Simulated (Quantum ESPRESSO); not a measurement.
# InAs (F-43m) in Quantum ESPRESSO: settings compared

One crystal, InAs, is run at these levels: LDA, PBE, WC; tasks: energy-loss spectrum, phonons.

Everything below comes from runs of Quantum ESPRESSO 7.5. Logs are shortened: lines on timing, memory, paths and dates and some standing lists are left out, and cuts for length are marked.

**What was measured.**

A printed reference work, data compilation reports, for a bulk crystal of InAs at 4.2 K: band gap 0.418 eV (direct).

The results are compared with them further down.

**1. The crystal as given**

The structure is cubic, space group F-43m (No. 216). The conventional cell has a = 6.036 Å, b = 6.036 Å, c = 6.036 Å, α = 90.00°, β = 90.00°, γ = 90.00°. Around In (site symmetry -43m) lie 4 As at 2.61 Å. As (site symmetry -43m) has 4 In at 2.61 Å as nearest neighbours.

**2. Energy-loss spectrum, LDA**

File pw.in:

```
&CONTROL
  calculation = 'scf'
  prefix = 'pwscf'
  outdir = './tmp'
  pseudo_dir = './pseudo'
  tprnfor = .true.
  tstress = .true.
  disk_io = 'low'
/
&SYSTEM
  ibrav = 0
  nat = 2
  ntyp = 2
  ecutwfc = 45
  ecutrho = 360
  nbnd = 15
  occupations = 'smearing'
  smearing = 'mp'
  degauss = 0.00999582
/
&ELECTRONS
  conv_thr = 4d-10
  electron_maxstep = 120
  mixing_beta = 0.5
  mixing_mode = 'TF'
  diagonalization = 'paro'
/
ATOMIC_SPECIES
In   114.8180 in_lda_v1.4.uspp.F.UPF
As    74.9216 as_lda_v1.uspp.F.UPF
CELL_PARAMETERS angstrom
   0.0000000000    3.0180000000    3.0180000000
   3.0180000000    0.0000000000    3.0180000000
   3.0180000000    3.0180000000    0.0000000000
ATOMIC_POSITIONS angstrom
In     0.0000000000    0.0000000000    0.0000000000
As     4.5270000000    4.5270000000    4.5270000000
K_POINTS automatic
6 6 6 0 0 0
```

File scf2.in:

```
&CONTROL
  calculation = 'scf'
  prefix = 'pwscf'
  outdir = './tmp'
  pseudo_dir = './pseudo'
  tprnfor = .true.
  tstress = .true.
  disk_io = 'low'
/
&SYSTEM
  ibrav = 0
  nat = 2
  ntyp = 2
  ecutwfc = 45
  ecutrho = 360
  nbnd = 15
  occupations = 'smearing'
  smearing = 'mp'
  degauss = 0.00999582
/
&ELECTRONS
  conv_thr = 1d-11
  electron_maxstep = 120
  mixing_beta = 0.5
  mixing_mode = 'TF'
  diagonalization = 'paro'
  startingpot = 'file'
  startingwfc = 'file'
/
ATOMIC_SPECIES
In   114.8180 in_lda_v1.4.uspp.F.UPF
As    74.9216 as_lda_v1.uspp.F.UPF
CELL_PARAMETERS angstrom
   0.0000000000    3.0180000000    3.0180000000
   3.0180000000    0.0000000000    3.0180000000
   3.0180000000    3.0180000000    0.0000000000
ATOMIC_POSITIONS angstrom
In     0.0000000000    0.0000000000    0.0000000000
As     4.5270000000    4.5270000000    4.5270000000
K_POINTS automatic
6 6 6 0 0 0
```

File eels.in:

```
&LR_INPUT
  prefix = 'pwscf'
  outdir = './tmp'
  restart_step = 5000
  restart = .false.
/
&LR_CONTROL
  calculator = 'lanczos'
  approximation = 'TDDFT'
  q1 = 0
  q2 = 0
  q3 = 0.2037865982
  itermax = 200
/
```

File spectrum.in:

```
&LR_INPUT
  prefix = 'pwscf'
  outdir = './tmp'
  eels = .true.
  itermax0 = 200
  itermax = 20000
  extrapolation = 'osc'
  epsil = 0.05
  units = 1
  start = 0
  end = 40
  increment = 0.2
/
```

Potentials or basis: GBRV 1.5 LDA.

On the command line:

```console
OMP_NUM_THREADS=1 pw.x -in pw.in > pw.out
OMP_NUM_THREADS=1 pw.x -in scf2.in > scf2.out
OMP_NUM_THREADS=1 turbo_eels.x -in eels.in > eels.out
OMP_NUM_THREADS=1 turbo_spectrum.x -in spectrum.in > spectrum.out
```

pw.out:

```text
This program is part of the open-source Quantum ESPRESSO suite
     for quantum simulation of materials; please cite
[... 9 lines left out ...]
     --------------------
     sticks:   dense  smooth     PW     G-vecs:    dense   smooth      PW
     Sum        1627     805    253                42735    15089    2637

     Using Slab Decomposition

     bravais-lattice index     =            0
     lattice parameter (alat)  =       8.0655  a.u.
     unit-cell volume          =     371.0089 (a.u.)^3
     number of atoms/cell      =            2
     number of atomic types    =            2
     number of electrons       =        18.00
     number of Kohn-Sham states=           15
     kinetic-energy cutoff     =      45.0000  Ry
     charge density cutoff     =     360.0000  Ry
     scf convergence threshold =      4.0E-10
     mixing beta               =       0.5000
     number of iterations used =            8  TF        mixing
     Exchange-correlation= SLA  PZ   NOGX NOGC
                           (   1   1   0   0   0   0   0)

     celldm(1)=   8.065534  celldm(2)=   0.000000  celldm(3)=   0.000000
     celldm(4)=   0.000000  celldm(5)=   0.000000  celldm(6)=   0.000000

     crystal axes: (cart. coord. in units of alat)
               a(1) = (   0.000000   0.707107   0.707107 )
               a(2) = (   0.707107   0.000000   0.707107 )
               a(3) = (   0.707107   0.707107   0.000000 )

     reciprocal axes: (cart. coord. in units 2 pi/alat)
               b(1) = ( -0.707107  0.707107  0.707107 )
               b(2) = (  0.707107 -0.707107  0.707107 )
               b(3) = (  0.707107  0.707107 -0.707107 )

     PseudoPot. # 1 for In read from file:
     in_lda_v1.4.uspp.F.UPF
     Pseudo is Ultrasoft + core correction, Zval = 13.0
     Generated by new atomic code, or converted to UPF format
     Using radial grid of  889 points,  6 beta functions with:
                l(1) =   0
                l(2) =   0
                l(3) =   1
                l(4) =   1
                l(5) =   2
                l(6) =   2
     Q(r) pseudized with  6 coefficients,  rinner =    1.400   1.400   1.400
                                                       1.400   1.400

     PseudoPot. # 2 for As read from file:
     as_lda_v1.uspp.F.UPF
     Pseudo is Ultrasoft + core correction, Zval =  5.0
     Generated by new atomic code, or converted to UPF format
     Using radial grid of  875 points,  6 beta functions with:
                l(1) =   0
                l(2) =   0
                l(3) =   1
                l(4) =   1
                l(5) =   2
                l(6) =   2
     Q(r) pseudized with  8 coefficients,  rinner =    1.300   1.300   1.300
                                                       1.300   1.300

     atomic species   valence    mass     pseudopotential
     In               13.00   114.81800     In( 1.00)
     As                5.00    74.92160     As( 1.00)

     24 Sym. Ops. (no inversion) found

   Cartesian axes

     site n.     atom                  positions (alat units)
         1        In     tau(   1) = (   0.0000000   0.0000000   0.0000000  )
         2        As     tau(   2) = (   1.0606602   1.0606602   1.0606602  )

     number of k points=    16  Methfessel-Paxton smearing, width (Ry)=  0.0100
                       cart. coord. in units 2pi/alat
        k(    1) = (   0.0000000   0.0000000   0.0000000), wk =   0.0092593
        k(    2) = (   0.1178511   0.1178511  -0.1178511), wk =   0.0740741
        k(    3) = (   0.2357023   0.2357023  -0.2357023), wk =   0.0740741
        k(    4) = (  -0.3535534  -0.3535534   0.3535534), wk =   0.0370370
        k(    5) = (   0.2357023   0.0000000  -0.0000000), wk =   0.0555556
        k(    6) = (   0.3535534   0.1178511  -0.1178511), wk =   0.2222222
[... 8 lines left out ...]
        k(   15) = (  -0.1178511  -0.3535534   0.5892557), wk =   0.2222222
        k(   16) = (  -0.7071068   0.2357023   0.0000000), wk =   0.1111111

     Dense  grid:    42735 G-vectors     FFT dimensions: (  50,  50,  50)

     Smooth grid:    15089 G-vectors     FFT dimensions: (  36,  36,  36)

     Initial potential from superposition of free atoms

     starting charge      16.4998, renormalised to      18.0000
     Starting wfcs are   13 randomized atomic wfcs +    2 random wfcs

     Self-consistent Calculation

     iteration #  1     ecut=    45.00 Ry     beta= 0.50
     ParO style diagonalization
     ethr =  1.00E-02,  avg # of iterations =  7.2

     total energy              =    -172.66804827 Ry
     estimated scf accuracy    <       2.64134277 Ry

     iteration #  2     ecut=    45.00 Ry     beta= 0.50
     ParO style diagonalization
     ethr =  1.00E-02,  avg # of iterations =  3.4

     total energy              =    -172.95245202 Ry
     estimated scf accuracy    <       0.19682251 Ry

     iteration #  3     ecut=    45.00 Ry     beta= 0.50
     ParO style diagonalization
     ethr =  1.09E-03,  avg # of iterations =  3.2

     total energy              =    -172.94274309 Ry
     estimated scf accuracy    <       0.04130145 Ry

     iteration #  4     ecut=    45.00 Ry     beta= 0.50
     ParO style diagonalization
     ethr =  2.29E-04,  avg # of iterations =  4.8

     total energy              =    -172.94796276 Ry
     estimated scf accuracy    <       0.00263978 Ry

     iteration #  5     ecut=    45.00 Ry     beta= 0.50
     ParO style diagonalization
     ethr =  1.47E-05,  avg # of iterations =  5.3

     total energy              =    -172.94815736 Ry
     estimated scf accuracy    <       0.00075254 Ry

     iteration #  6     ecut=    45.00 Ry     beta= 0.50
     ParO style diagonalization
     ethr =  4.18E-06,  avg # of iterations =  4.8

     total energy              =    -172.94831641 Ry
     estimated scf accuracy    <       0.00011184 Ry

     iteration #  7     ecut=    45.00 Ry     beta= 0.50
     ParO style diagonalization
     ethr =  6.21E-07,  avg # of iterations =  4.8

     total energy              =    -172.94833020 Ry
     estimated scf accuracy    <       0.00000491 Ry

     iteration #  8     ecut=    45.00 Ry     beta= 0.50
     ParO style diagonalization
     ethr =  2.73E-08,  avg # of iterations =  6.1

     total energy              =    -172.94833092 Ry
     estimated scf accuracy    <       0.00000113 Ry

     iteration #  9     ecut=    45.00 Ry     beta= 0.50
     ParO style diagonalization
     ethr =  6.27E-09,  avg # of iterations =  4.9

     total energy              =    -172.94833112 Ry
     estimated scf accuracy    <          1.0E-08 Ry

     iteration # 10     ecut=    45.00 Ry     beta= 0.50
     ParO style diagonalization
     ethr =  5.55E-11,  avg # of iterations =  6.2

     total energy              =    -172.94833112 Ry
     estimated scf accuracy    <       0.00000001 Ry

     iteration # 11     ecut=    45.00 Ry     beta= 0.50
     ParO style diagonalization
     ethr =  5.55E-11,  avg # of iterations =  4.0

     End of self-consistent calculation

          k = 0.0000 0.0000 0.0000 (  1917 PWs)   bands (ev):

    -7.9480  -7.9480  -7.9480  -7.8178  -7.8178  -5.5899   5.9686   6.3993
     6.3993   6.3993  10.2080  10.2080  10.2080  13.6861  16.1894

          k = 0.1179 0.1179-0.1179 (  1901 PWs)   bands (ev):

    -7.9852  -7.9377  -7.9377  -7.8175  -7.8175  -5.3012   3.7869   6.0747
     6.0747   7.4899  10.5976  10.6615  10.6615  14.7980  15.0124

          k = 0.2357 0.2357-0.2357 (  1898 PWs)   bands (ev):

    -8.0511  -7.9212  -7.9212  -7.8134  -7.8134  -4.5839   1.5481   5.5831
     5.5831   7.3341  11.0402  11.0402  12.4019  14.3767  15.4821

          k =-0.3536-0.3536 0.3536 (  1892 PWs)   bands (ev):

    -8.0811  -7.9152  -7.9152  -7.8088  -7.8088  -4.0864   0.5064   5.3828
     5.3828   7.1782  11.0072  11.0072  13.0891  15.2494  17.1420

          k = 0.2357 0.0000-0.0000 (  1908 PWs)   bands (ev):

    -8.0064  -7.9274  -7.9274  -7.8263  -7.8115  -5.2066   3.7311   5.5426
     5.5426   8.5102   9.1507  11.4683  11.4683  13.4280  15.6681

          k = 0.3536 0.1179-0.1179 (  1890 PWs)   bands (ev):

    -8.0586  -7.9125  -7.9083  -7.8301  -7.8062  -4.6253   2.0644   4.7865
     5.0364   8.6624   9.7453  11.7019  12.1602  14.2524  16.3561

          k =-0.2357-0.4714 0.4714 (  1895 PWs)   bands (ev):

    -8.0905  -7.9082  -7.9008  -7.8218  -7.8064  -3.9786   0.7156   4.0956
     4.9568   8.4781  10.5344  11.9395  12.7249  15.2189  16.7116

          k =-0.1179-0.3536 0.3536 (  1893 PWs)   bands (ev):

    -8.0786  -7.9105  -7.9073  -7.8166  -7.8132  -4.1543   1.0487   3.9349
     5.3402   8.5473  10.8070  11.5440  12.5208  14.9987  15.6630

          k = 0.0000-0.2357 0.2357 (  1903 PWs)   bands (ev):

    -8.0308  -7.9260  -7.9205  -7.8221  -7.8127  -4.8646   2.5770   4.6224
     5.9306   8.4520  10.5546  10.9287  11.4755  14.1154  15.4854

          k = 0.4714 0.0000-0.0000 (  1876 PWs)   bands (ev):

    -8.1014  -7.8846  -7.8846  -7.8467  -7.7988  -4.2453   1.5539   4.4439
     4.4439   8.0943   8.8655  13.7053  13.7798  13.7798  17.2969

          k =-0.1179-0.5893 0.5893 (  1886 PWs)   bands (ev):

    -8.1224  -7.8815  -7.8741  -7.8452  -7.7989  -3.7093   0.7237   3.5524
     4.2962   8.2778   9.5395  13.2115  14.0108  15.5500  17.6769

          k =-0.0000-0.4714 0.4714 (  1896 PWs)   bands (ev):

    -8.1082  -7.8968  -7.8833  -7.8294  -7.8101  -3.6585   0.6812   2.9618
     4.6750   8.6010  11.3576  13.0140  13.1358  13.6826  15.6320

          k =-0.7071 0.0000 0.0000 (  1868 PWs)   bands (ev):

    -8.1422  -7.8623  -7.8623  -7.8580  -7.7928  -3.5347   0.4260   4.0225
     4.0225   7.8017   8.3396  15.4009  15.5636  15.5636  17.9824

          k =-0.2357-0.4714 0.7071 (  1892 PWs)   bands (ev):

    -8.0944  -7.9020  -7.8888  -7.8335  -7.8052  -4.0411   1.1837   3.6223
     4.6193   9.6227   9.7578  11.2116  13.6275  14.6661  16.9683

          k =-0.1179-0.3536 0.5893 (  1876 PWs)   bands (ev):

    -8.1075  -7.9014  -7.8800  -7.8288  -7.8091  -3.6580   0.6518   3.2259
     4.2633   9.6610  10.4245  11.8520  13.4791  14.2710  17.1850

          k =-0.7071 0.2357 0.0000 (  1892 PWs)   bands (ev):

    -8.1245  -7.8874  -7.8692  -7.8405  -7.8030  -3.4938   0.5269   3.5288
     3.5730   9.3711   9.7355  12.7318  13.2702  16.0500  18.0725

     the Fermi energy is     6.4260 ev

!    total energy              =    -172.94833112 Ry
     estimated scf accuracy    <          3.1E-10 Ry
     smearing contrib. (-TS)   =      -0.00003151 Ry
     internal energy E=F+TS    =    -172.94829961 Ry

     The total energy is F=E-TS. E is the sum of the following terms:
     one-electron contribution =     -58.82226365 Ry
     hartree contribution      =      41.34017883 Ry
     xc contribution           =     -68.34704830 Ry
     ewald contribution        =     -87.11916650 Ry

     convergence has been achieved in  11 iterations

     Forces acting on atoms (cartesian axes, Ry/au):

     atom    1 type  1   force =    -0.00000000    0.00000000    0.00000000
     atom    2 type  2   force =     0.00000000   -0.00000000   -0.00000000

     Total force =     0.000000     Total SCF correction =     0.000000

     Computing stress (Cartesian axis) and pressure

          total   stress  (Ry/bohr**3)                   (kbar)     P=       -5.67
  -0.00003854  -0.00000000  -0.00000000           -5.67       -0.00       -0.00
  -0.00000000  -0.00003854  -0.00000000           -0.00       -5.67       -0.00
  -0.00000000  -0.00000000  -0.00003854           -0.00       -0.00       -5.67

=------------------------------------------------------------------------------=
   JOB DONE.
=------------------------------------------------------------------------------=
```

Run time: 13 min. Hardware: 1 thread of Arm Neoverse N1, shared host; peak memory 0.41 GiB.

What came out:

```
Free energy                      : -2353.0819 eV
Pressure                         : -0.6 GPa
Band gap on the k mesh           : none (metal or under the smearing width)
Peak of the energy-loss function : 14.4 eV
```

Levels at points of the mesh, in eV from the Fermi level:
| k point | band 7 | band 8 | band 9 | band 10 | band 11 | band 12 |
| --- | --- | --- | --- | --- | --- | --- |
| (0.00, 0.00, 0.00) | -0.46 | -0.03 | -0.03 | -0.03 | 3.78 | 3.78 |
| (0.00, 0.00, -0.50) | -5.92 | -1.04 | -1.04 | 0.75 | 4.58 | 4.58 |
| (0.00, -0.50, -0.50) | -6.00 | -2.40 | -2.40 | 1.38 | 1.91 | 8.97 |

Energy-loss function at q = [0.0, 0.0, 0.3] (Å⁻¹, cartesian):
```tsv
energy (eV)	loss
0.0	0.000
1.8	0.011
3.4	0.025
5.2	0.061
7.0	0.188
8.6	0.353
10.4	0.668
12.2	1.215
13.8	1.688
15.6	1.520
17.4	1.016
19.0	0.708
20.8	0.516
22.4	0.427
24.2	0.378
26.0	0.360
27.6	0.356
29.4	0.349
31.2	0.329
32.8	0.299
34.6	0.259
36.4	0.221
38.0	0.194
39.8	0.170
```

Caveat: the k mesh is coarse; the wave vector is under the mesh spacing, so the intraband response is poorly sampled; the Lanczos chain is short for so many electrons, so humps in the spectrum may be artefacts.

[end of part 1 of 3]
